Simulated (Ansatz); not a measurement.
# KTaO3: the cost of one run

Method: DFT PBEsol, scalar-relativistic, plane waves, PAW, in Ansatz 0.2.0.

16 further runs of the same task are left out: 16 set aside as unsound or not needed.

## Step 1: The starting structure

Symmetry: Pm-3m, No. 221, cubic system. The conventional cell has a = 3.988 Å, b = 3.988 Å, c = 3.988 Å, α = 90.00°, β = 90.00°, γ = 90.00°. K (site symmetry m-3m) has 12 O at 2.82 Å as nearest neighbours. Ta (site symmetry m-3m) has 6 O at 1.99 Å as nearest neighbours. O (site symmetry 4/mmm) is surrounded by 2 Ta at 1.99 Å and 4 K at 2.82 Å.

Coordinates:

```
CELL_PARAMETERS angstrom
3.98830 0.00000 0.00000
0.00000 3.98830 0.00000
0.00000 0.00000 3.98830
ATOMIC_POSITIONS crystal
K 0.50000 0.50000 0.50000
Ta 0.00000 0.00000 0.00000
O 0.50000 0.00000 0.00000
O 0.00000 0.50000 0.00000
O 0.00000 0.00000 0.50000
```

Source of the structure: the Crystallography Open Database.

## Step 7: Plan of the scan

The energy is mapped over volume and the cell's shape.

First coordinate, volume per atom: 7 values from 11.647 to 13.673 Å³. Second coordinate, c/a of the conventional cell: 7 values from 0.886 to 1.128.

Nothing else is relaxed (symmetry fixes all fractional coordinates). Energies count from the relaxed crystal. Points are written as (first, second).

(The set-up runs are not shown.)

## Step 8: Grid point (12.998 Å³, 0.886)

File input.yaml:

```yaml
crystal:
  lattice:
    - [4.1854188879, 0.0, 0.0]
    - [0.0, 4.1854188879, 0.0]
    - [0.0, 0.0, 3.7099553023]
  atoms:
    - { symbol: K, position: [0.5, 0.5, 0.5] }
    - { symbol: Ta, position: [0.0, 0.0, 0.0] }
    - { symbol: O, position: [0.5, 0.0, 0.0] }
    - { symbol: O, position: [0.0, 0.5, 0.0] }
    - { symbol: O, position: [0.0, 0.0, 0.5] }
basis:
  ecutwfc: 520.0
kpoints:
  mp_grid: { grid: [8, 8, 8] }
hamiltonian:
  xc: pbesol
  pseudopotentials: { kind: paw }
scf:
  occupations: { method: gaussian, width: 0.05 }
output:
  forces: true
  stress: true
  eigenvalues: true
```

Command:

```console
$ ansatz run input.yaml --threads 1 --pin off --max-ram 2048MiB --backend cpu --events-out ev --progress --plain --runs-dir out
```

Q: Estimate wall time and peak memory on 1 thread of Arm Neoverse N1, shared host.

About 20 s, with a peak of 0.42 GiB.
